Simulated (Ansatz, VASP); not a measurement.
# TaN in VASP and in Ansatz

INCAR

```
ALGO     = Normal         # electronic algorithm
EDIFF    = 1E-7           # SCF threshold, eV
ENCUT    = 520            # plane-wave cutoff, eV
GGA      = PE             # functional
ISIF     = 2              # what is computed and relaxed
ISMEAR   = -1             # smearing method
LASPH    = T              # aspherical terms in the spheres
LCHARG   = F              # write CHGCAR
LREAL    = F              # projectors in reciprocal space
LWAVE    = F              # write WAVECAR
NBANDS   = 33             # bands
NELM     = 80             # most SCF steps
PREC     = Accurate       # precision mode
SIGMA    = 0.05           # smearing width, eV
```

Contents of KPOINTS:

```
k-points
0
Gamma
  6 6 9
```

The input POSCAR:

```
TaN
1.0
    5.1960000000      0.0000000000      0.0000000000
   -2.5980000000      4.4998679981      0.0000000000
    0.0000000000      0.0000000000      2.9110000000
Ta N
3 3
Direct
    0.0045400000     -0.0067860000      0.0008540000
    0.6575360000      0.3331150000      0.4950420000
    0.3466800000      0.6746050000      0.4930330000
    0.0059130000      0.3934290000      0.0172970000
    0.6107830000      0.6134900000     -0.0239820000
    0.4034880000      0.0027980000      0.0016810000
```

File input.yaml:

```yaml
crystal:
  lattice:
    - [5.196, 0.0, 0.0]
    - [-2.598, 4.4998679981, 0.0]
    - [0.0, 0.0, 2.911]
  atoms:
    - { symbol: Ta, position: [0.00454, -0.006786, 0.000854] }
    - { symbol: Ta, position: [0.657536, 0.333115, 0.495042] }
    - { symbol: Ta, position: [0.34668, 0.674605, 0.493033] }
    - { symbol: "N", position: [0.005913, 0.393429, 0.017297] }
    - { symbol: "N", position: [0.610783, 0.61349, -0.023982] }
    - { symbol: "N", position: [0.403488, 0.002798, 0.001681] }
hamiltonian:
  xc: pbe
  pseudopotentials: { kind: paw }
kpoints:
  mp_grid: { grid: [6, 6, 9] }
scf:
  occupations: { method: fermi_dirac, width: 0.05 }
output:
  forces: true
  stress: true
  eigenvalues: true
```

Change from the starting cell: atoms moved at random, drawn with an rms of 0.05 Å.

Alike in both runs: task single point; functional PBE; k mesh 6 × 6 × 9; occupations fermi-dirac, width 0.05 eV; no spin polarisation.

```csv
,VASP,Ansatz
version,VASP 6.6.1,Ansatz 0.2.0
potentials or method,"VASP PAW PBE potentials, release 64 (Ta_pv, N)",Ansatz PAW
plane-wave cutoff (eV),520,420
valence electrons in the cell,48,54
```

```tsv
	VASP	Ansatz	Ansatz less VASP
gap on the k mesh at the Fermi level (eV)	none	none	-
pressure (GPa)	6.8	6.0	-0.76
largest component of the traceless stress (GPa)	0.90	0.83	-0.065
rms of the force components (eV/Å)	0.773	0.770	-0.0031
```

Atom by atom the forces differ by 0.005 eV/Å (rms over components). A gap of «none» marks a metal or a gap that the smearing closes. The two sets of potentials don't hold the same shells in valence.

Caveats: the pressure holds a Pulay correction of +0.4 GPa for the finite cutoff (Ansatz). The runs have no spin-orbit coupling, so splittings on Ta are missing.
